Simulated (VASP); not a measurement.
Here is a VASP 6.6.1 calculation.

INCAR

```
PREC = Accurate
ENCUT = 520
EDIFF = 1E-6
ISMEAR = -1
SIGMA = 0.15
LREAL = False
LASPH = True
NELM = 100
ALGO = Fast
ISIF = 2
LWAVE = False
LCHARG = True
GGA = PE
IVDW = 12
LELF = True
LVHAR = True
NBANDS = 13
```

The input KPOINTS:

```
Automatic mesh
0
Gamma
  9 9 9
```

POSCAR

```
O
1.0
    1.6749479049      0.9670316238      3.7319995215
   -1.6749479049      0.9670316238      3.7319995215
    0.0000000000     -1.9340632475      3.7319995215
O
2
Direct
    0.0712960000      0.0662510000      0.0279920000
    0.9167800000      0.9235260000      0.9591710000
```

Potentials or basis: VASP PAW PBE potentials, release 64 (O).

Run with:

```bash
$ cat potpaw_PBE.64/O/POTCAR > POTCAR
$ mpirun -np 1 vasp_std > vasp.out
```

What does it give for the dispersion energy per atom?

-0.044 eV.

Predict the band gap on the k mesh.

none (metal or under the smearing width).

What does it give for the pressure?

-14.1 GPa.

Estimate the largest force.

6.047 eV/Å.

Forces on the atoms (eV/Å):
```
O   -0.100 -0.794 -5.994
O    0.100  0.794  5.994
```

Caveat: spin is off for a triplet molecule; pairwise dispersion overbinds metals, which lowers pressure and volume; forces of over 1 eV/Å show positions far from the minimum, so gaps and moduli don't describe the material at rest.
